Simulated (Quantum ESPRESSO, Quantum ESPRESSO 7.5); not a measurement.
**2H-MoS2, 1 layer: a series in biaxial strain**

What law, if any, do the results for 2H-MoS2, 1 layer follow against biaxial strain?

Main program and level: Quantum ESPRESSO 7.5; plane-wave DFT, PBE, GBRV ultrasoft pseudopotentials.

## Step 1: The starting structure

The cell holds 3 atoms: 2 S and 1 Mo. Its edges and angles: a = 3.180 Å, b = 3.180 Å, c = 18.263 Å, α = 90.0°, β = 90.0°, γ = 120.0°. It derives from MoS2. Vacuum lies along c.

Set-up: Cell and atoms are first relaxed; each strained cell is then held and the atoms relax in it. A periodic run with 15 Å of vacuum in the starting cell gives the vacuum levels, and bands follow along a path.

Members -2, -1, 0, 1 and 2 took the same steps and show in the table alone.

## Step 2: Variable-cell relaxation of the reference

What the set-up leaves free in this member is relaxed.

The input, ref.relax.in:

```
&control
  prefix = 'ref.relax'
  outdir = './out'
  pseudo_dir = './pseudo'
  nstep = 80
  forc_conv_thr = 0.0004
  calculation = 'vc-relax'
  etot_conv_thr = 1e-06
/
&system
  ibrav = 0
  nat = 3
  ntyp = 2
  ecutwfc = 50
  ecutrho = 250
  occupations = 'smearing'
  smearing = 'fd'
  degauss = 0.004
/
&electrons
  conv_thr = 1e-09
  mixing_beta = 0.4
  electron_maxstep = 120
  mixing_mode = 'plain'
/
&ions
/
&cell
  cell_dofree = '2Dxy'
  press_conv_thr = 0.3
/
ATOMIC_SPECIES
  S   32.0600  s_pbe_v1.4.uspp.F.UPF
  Mo  95.9500  mo_pbe_v1.uspp.F.UPF
CELL_PARAMETERS angstrom
  3.18000000000000 0.00000000000000 0.00000000000000
  -1.59000000000000 2.75396078403451 0.00000000000000
  0.00000000000000 0.00000000000000 18.26259773799958
ATOMIC_POSITIONS crystal
  S   0.333333333300 0.666666666700 0.410675420200
  Mo  0.000000000000 0.000000000000 0.500000000000
  S   0.333333333300 0.666666666700 0.589324579800
K_POINTS automatic
  12 12 1 0 0 0
```

Launch:

```sh
> OMP_NUM_THREADS=1 mpirun -n 4 pw.x -nk 4 -in ref.relax.in > ref.relax.out
```

Output:

```text
Program PWSCF v.7.5 starts
[citation notice left out]

     Parallel version (MPI & OpenMP), running on       4 processor cores
     Number of MPI processes:                 4
     Threads/MPI process:                     1

     MPI processes distributed on     1 nodes
[...]
Current dimensions of program PWSCF are:
     Max number of different atomic species (ntypx) = 10
     Max number of k-points (npk) =  40000
     Max angular momentum in pseudopotentials (lmaxx) =  4
     Message from routine setup:
     using ibrav=0 with symmetry is DISCOURAGED, use correct ibrav instead

     K-points division:     npool     =       4
     Subspace diagonalization in iterative solution of the eigenvalue problem:
     a serial algorithm will be used

     G-vector sticks info
     --------------------
     sticks:   dense  smooth     PW     G-vecs:    dense   smooth      PW
     Sum         625     499    151                71921    51749    8587

     Using Slab Decomposition

     bravais-lattice index     =            0
     lattice parameter (alat)  =       6.0093  a.u.
     unit-cell volume          =    1079.3046 (a.u.)^3
     number of atoms/cell      =            3
     number of atomic types    =            2
     number of electrons       =        26.00
     number of Kohn-Sham states=           17
     kinetic-energy cutoff     =      50.0000  Ry
     charge density cutoff     =     250.0000  Ry
     scf convergence threshold =      1.0E-09
     mixing beta               =       0.4000
     number of iterations used =            8  plain     mixing
     energy convergence thresh.=      1.0E-06
     force convergence thresh. =      4.0E-04
     press convergence thresh. =      3.0E-01
     Exchange-correlation= SLA  PW   PBE  PBE
                           (   1   4   3   4   0   0   0)
     nstep                     =           80

     celldm(1)=   6.009329  celldm(2)=   0.000000  celldm(3)=   0.000000
     celldm(4)=   0.000000  celldm(5)=   0.000000  celldm(6)=   0.000000

     crystal axes: (cart. coord. in units of alat)
               a(1) = (   1.000000   0.000000   0.000000 )
               a(2) = (  -0.500000   0.866025   0.000000 )
               a(3) = (   0.000000   0.000000   5.742955 )

     reciprocal axes: (cart. coord. in units 2 pi/alat)
               b(1) = (  1.000000  0.577350 -0.000000 )
               b(2) = (  0.000000  1.154701  0.000000 )
               b(3) = (  0.000000 -0.000000  0.174126 )

     PseudoPot. # 1 for S  read from file:
     ./pseudo/s_pbe_v1.4.uspp.F.UPF
     Pseudo is Ultrasoft + core correction, Zval =  6.0
     Generated by new atomic code, or converted to UPF format
     Using radial grid of  907 points,  6 beta functions with:
                l(1) =   0
                l(2) =   0
                l(3) =   1
                l(4) =   1
                l(5) =   2
                l(6) =   2
     Q(r) pseudized with  8 coefficients,  rinner =    1.300   1.300   1.300
                                                       1.300   1.300

     PseudoPot. # 2 for Mo read from file:
     ./pseudo/mo_pbe_v1.uspp.F.UPF
     Pseudo is Ultrasoft + core correction, Zval = 14.0
     Generated by new atomic code, or converted to UPF format
     Using radial grid of  889 points,  6 beta functions with:
                l(1) =   0
                l(2) =   0
                l(3) =   1
                l(4) =   1
                l(5) =   2
                l(6) =   2
     Q(r) pseudized with  6 coefficients,  rinner =    1.000   1.000   1.000
                                                       1.000   1.000

     atomic species   valence    mass     pseudopotential
     S                 6.00    32.06000     S ( 1.00)
     Mo               14.00    95.95000     Mo( 1.00)

     12 Sym. Ops. (no inversion) found

   Cartesian axes

     site n.     atom                  positions (alat units)
         1        S      tau(   1) = (  -0.0000000   0.5773503   2.3584906  )
         2        Mo     tau(   2) = (   0.0000000   0.0000000   2.8714776  )
         3        S      tau(   3) = (  -0.0000000   0.5773503   3.3844647  )

     number of k points=    19  Fermi-Dirac smearing, width (Ry)=  0.0040
                       cart. coord. in units 2pi/alat
        k(    1) = (   0.0000000   0.0000000   0.0000000), wk =   0.0138889
        k(    2) = (   0.0000000   0.0962250   0.0000000), wk =   0.0833333
        k(    3) = (   0.0000000   0.1924501   0.0000000), wk =   0.0833333
        k(    4) = (   0.0000000   0.2886751   0.0000000), wk =   0.0833333
        k(    5) = (   0.0000000   0.3849002   0.0000000), wk =   0.0833333
        k(    6) = (   0.0000000   0.4811252   0.0000000), wk =   0.0833333
        k(    7) = (   0.0000000  -0.5773503   0.0000000), wk =   0.0416667
        k(    8) = (   0.0833333   0.1443376   0.0000000), wk =   0.0833333
        k(    9) = (   0.0833333   0.2405626   0.0000000), wk =   0.1666667
        k(   10) = (   0.0833333   0.3367877   0.0000000), wk =   0.1666667
[...]
k(   19) = (   0.3333333   0.5773503   0.0000000), wk =   0.0277778

     Dense  grid:    71921 G-vectors     FFT dimensions: (  32,  32, 180)

     Smooth grid:    51749 G-vectors     FFT dimensions: (  27,  27, 160)

     Estimated max dynamical RAM per process >     120.58 MB

     Estimated total dynamical RAM >     429.63 MB

     Initial potential from superposition of free atoms

     starting charge      25.9989, renormalised to      26.0000

     negative rho (up, down):  2.307E-03 0.000E+00
     Starting wfcs are   21 randomized atomic wfcs

     total cpu time spent up to now is        3.8 secs

     per-process dynamical memory:    61.4 Mb

     Self-consistent Calculation

     iteration #  1     ecut=    50.00 Ry     beta= 0.40
     Davidson diagonalization with overlap
     ethr =  1.00E-02,  avg # of iterations =  2.0

     Threshold (ethr) on eigenvalues was too large:
     Diagonalizing with lowered threshold

     Davidson diagonalization with overlap
     ethr =  2.95E-04,  avg # of iterations =  2.7

     negative rho (up, down):  2.364E-03 0.000E+00

     total cpu time spent up to now is        8.5 secs

     total energy              =    -187.70912666 Ry
     estimated scf accuracy    <       0.10435767 Ry

     iteration #  2     ecut=    50.00 Ry     beta= 0.40
[...]
negative rho (up, down):  2.352E-03 0.000E+00

[...]
total energy              =    -187.71239290 Ry
     estimated scf accuracy    <       0.06305920 Ry

[...]
hartree contribution      =     489.58883915 Ry
     xc contribution           =     -36.26252493 Ry
     ewald contribution        =     336.31108330 Ry

     convergence has been achieved in   9 iterations

     negative rho (up, down):  2.325E-03 0.000E+00

     Forces acting on atoms (cartesian axes, Ry/au):

     atom    1 type  1   force =     0.00000000    0.00000000    0.01031966
     atom    2 type  2   force =     0.00000000    0.00000000    0.00000000
     atom    3 type  1   force =    -0.00000000   -0.00000000   -0.01031966

     Total force =     0.014594     Total SCF correction =     0.000021

     Computing stress (Cartesian axis) and pressure

     negative rho (up, down):  2.325E-03 0.000E+00
          total   stress  (Ry/bohr**3)                   (kbar)     P=       -2.07
   0.00000792   0.00000000   0.00000000            1.16        0.00        0.00
   0.00000000   0.00000792   0.00000000            0.00        1.16        0.00
   0.00000000   0.00000000  -0.00005804            0.00        0.00       -8.54

     Energy error            =      2.0E-03 Ry
     Gradient error          =      1.0E-02 Ry/Bohr
     Cell gradient error     =      1.2E+00 kbar

     number of scf cycles    =   3
     number of bfgs steps    =   2

     enthalpy           old  =    -187.7303248168 Ry
     enthalpy           new  =    -187.7323184901 Ry

     CASE: enthalpy          _new < enthalpy          _old

     new trust radius        =       0.0266103789 bohr
     new conv_thr            =       0.0000000003 Ry

     new unit-cell volume =   1071.88594 a.u.^3 (   158.83711 Ang^3 )
     density =      1.67343 g/cm^3

CELL_PARAMETERS (angstrom)
   3.169052205  -0.000000000   0.000000000
  -1.584526103   2.744479716   0.000000000
   0.000000000   0.000000000  18.262597738

ATOMIC_POSITIONS (crystal)
S                0.3333333333        0.6666666667        0.4141764446
Mo               0.0000000000        0.0000000000        0.5000000000
S                0.3333333333        0.6666666667        0.5858235554

[...]
NEW-OLD atomic charge density approx. for the potential
     New effective cutoffs (rho, wfc):  251.51   50.34

     negative rho (up, down):  2.337E-03 0.000E+00

     total cpu time spent up to now is       82.5 secs

     per-process dynamical memory:    66.1 Mb

[...]
!    total energy              =    -187.73260074 Ry
[...]
Total force =     0.000413     Total SCF correction =     0.000015
[...]
number of bfgs steps    =   3
[...]
new trust radius        =       0.0043974762 bohr
[...]
!    total energy              =    -187.73263743 Ry
[...]
Total force =     0.000064     Total SCF correction =     0.000002
[...]
number of bfgs steps    =   4
[...]
WARNING: bfgs curvature condition failed, Theta= 0.954
     new trust radius        =       0.0048372238 bohr
[...]
!    total energy              =    -187.73267055 Ry
[...]
Total force =     0.000028     Total SCF correction =     0.000005
[...]
number of bfgs steps    =   5
[...]
new trust radius        =       0.0072558357 bohr
[...]
!    total energy              =    -187.73270651 Ry
[...]
Total force =     0.000014     Total SCF correction =     0.000005
[...]
number of bfgs steps    =   6
[...]
new trust radius        =       0.0108837535 bohr
[...]
!    total energy              =    -187.73272982 Ry
[...]
Total force =     0.000006     Total SCF correction =     0.000009
[...]
number of bfgs steps    =   7
[...]
new trust radius        =       0.0015135916 bohr
[...]
!    total energy              =    -187.73273016 Ry
[...]
Total force =     0.000002     Total SCF correction =     0.000003
[...]
Self-consistent Calculation

     iteration #  1     ecut=    50.00 Ry     beta= 0.40
     Davidson diagonalization with overlap
     ethr =  1.00E-06,  avg # of iterations = 12.3

     negative rho (up, down):  2.406E-03 0.000E+00

     total cpu time spent up to now is      223.8 secs

     total energy              =    -187.70987551 Ry
     estimated scf accuracy    <       0.12022556 Ry

[...]
iteration # 14     ecut=    50.00 Ry     beta= 0.40
[...]
negative rho (up, down):  2.403E-03 0.000E+00

[...]
End of self-consistent calculation

          k = 0.0000 0.0000 0.0000 (  6461 PWs)   bands (ev):

   -61.3995 -35.5310 -35.3264 -35.3264 -14.5859 -13.2809  -6.1035  -3.1114
    -3.1114  -2.2736  -2.0076  -2.0076  -0.5046   2.2545   2.2545   2.5038
     2.5038

          k = 0.0000 0.0961 0.0000 (  6447 PWs)   bands (ev):

   -61.3970 -35.5261 -35.3518 -35.3322 -14.4837 -13.2389  -5.9869  -3.3393
    -3.0047  -2.7648  -2.1702  -1.6732  -0.5564   2.1214   2.2267   2.3883
     2.4336

          k = 0.0000 0.1923 0.0000 (  6466 PWs)   bands (ev):

   -61.3902 -35.5125 -35.4207 -35.3480 -14.1933 -13.1197  -5.6934  -3.8624
    -3.4096  -2.7073  -2.5534  -1.5816  -0.7902   1.7956   2.0682   2.1193
     2.8445

          k = 0.0000 0.2884 0.0000 (  6436 PWs)   bands (ev):

   -61.3809 -35.5136 -35.4939 -35.3694 -13.7638 -12.9446  -5.4828  -4.3075
    -4.0641  -2.9831  -2.2899  -1.8237  -1.2196   1.6687   1.8516   2.3929
     3.2699

          k = 0.0000 0.3845 0.0000 (  6470 PWs)   bands (ev):

   -61.3715 -35.6052 -35.4752 -35.3907 -13.2825 -12.7523  -5.7270  -4.6681
    -4.3950  -3.3449  -2.1203  -1.8716  -1.4671   1.7070   1.8330   2.8816
     3.5796

          k = 0.0000 0.4807 0.0000 (  6468 PWs)   bands (ev):

   -61.3647 -35.6715 -35.4615 -35.4063 -12.8828 -12.5979  -6.0996  -5.1094
    -4.4861  -3.5798  -2.3087  -1.5807  -1.2979   1.7053   2.0983   3.2416
     3.7489

[...]
the Fermi energy is     0.3510 ev

!    total energy              =    -187.73273367 Ry
     estimated scf accuracy    <          2.4E-13 Ry
     smearing contrib. (-TS)   =      -0.00000000 Ry
     internal energy E=F+TS    =    -187.73273367 Ry

     The total energy is F=E-TS. E is the sum of the following terms:
     one-electron contribution =    -974.65616458 Ry
     hartree contribution      =     488.16374035 Ry
     xc contribution           =     -36.27145574 Ry
     ewald contribution        =     335.03114631 Ry

     convergence has been achieved in  14 iterations

     negative rho (up, down):  2.403E-03 0.000E+00

     Forces acting on atoms (cartesian axes, Ry/au):

     atom    1 type  1   force =     0.00000000   -0.00000000    0.00000365
     atom    2 type  2   force =     0.00000000    0.00000000    0.00000000
     atom    3 type  1   force =     0.00000000    0.00000000   -0.00000365

     Total force =     0.000005     Total SCF correction =     0.000000

     Computing stress (Cartesian axis) and pressure

     negative rho (up, down):  2.403E-03 0.000E+00
          total   stress  (Ry/bohr**3)                   (kbar)     P=       -0.01
   0.00000005  -0.00000000   0.00000000            0.01       -0.00        0.00
  -0.00000000   0.00000005   0.00000000           -0.00        0.01        0.00
  -0.00000000   0.00000000  -0.00000029           -0.00        0.00       -0.04

[...]
=------------------------------------------------------------------------------=
   JOB DONE.
=------------------------------------------------------------------------------=
```

The job ended after 4.2 min (4 MPI ranks of Intel Xeon at 2.70GHz, shared host; peak memory 0.6 GiB; 17 min of CPU time).

Relaxation path:

```csv
step,energy less that of the first step (eV),largest force (eV/Å),volume (Å³)
1,0.0000,1.1535,159.94
2,-0.0482,0.7425,159.34
3,-0.0753,0.2653,158.85
4,-0.0792,0.0075,158.84
5,-0.0797,0.0012,159.05
6,-0.0801,0.0005,159.29
7,-0.0806,0.0002,159.64
8,-0.0809,0.0001,160.17
9,-0.0809,0.0000,160.24
10,-0.0810,0.0001,160.24
```

```csv
cell as run,before,after,change
a (Å),3.180,3.183,+0.1 %
b (Å),3.180,3.183,+0.1 %
```

The atoms that moved most (Å, along periodic axes as changes of fractional coordinates times the final cell, across vacuum about the mean position):

```csv
atom,dx,dy,dz,length
S1,0.000,0.000,0.069,0.069
S3,0.000,0.000,-0.069,0.069
```

The relaxed structure:

```cif
data_structure
_symmetry_space_group_name_H-M 'P 1'
_symmetry_Int_Tables_number 1
_cell_length_a 3.1830
_cell_length_b 3.1830
_cell_length_c 18.2626
_cell_angle_alpha 90.000
_cell_angle_beta 90.000
_cell_angle_gamma 120.000
_cell_volume 160.24
loop_
_atom_site_label
_atom_site_type_symbol
_atom_site_fract_x
_atom_site_fract_y
_atom_site_fract_z
_atom_site_occupancy
S1 S 0.33333 0.66667 0.41445 1
Mo2 Mo 0.00000 0.00000 0.50000 1
S3 S 0.33333 0.66667 0.58555 1
```

 The last row is no step: it is a fresh SCF in the final cell with a new plane-wave basis, -0 meV from the row before.

Numbers from this step:

| Quantity | Value |
| --- | --- |
| free energy | -2554.2340 eV |
| Fermi energy | 0.351 eV |

[end of part 1 of 6]

[Logs are printed without paths, hosts, clocks, repeated set-up lines and the standing remarks that a program may print on its own settings, such as how far it seeks lower states.]

[Hosts, paths, dates, database ids (printed as entryN), source tags and the programs' standing remarks are cut or masked in the printed files.]

[Maps of the electrostatic potential energy from Ansatz leave out the sawtooth potential of an applied field or a dipole correction, so their vacuum need not be flat; planar profiles and work functions include it.]
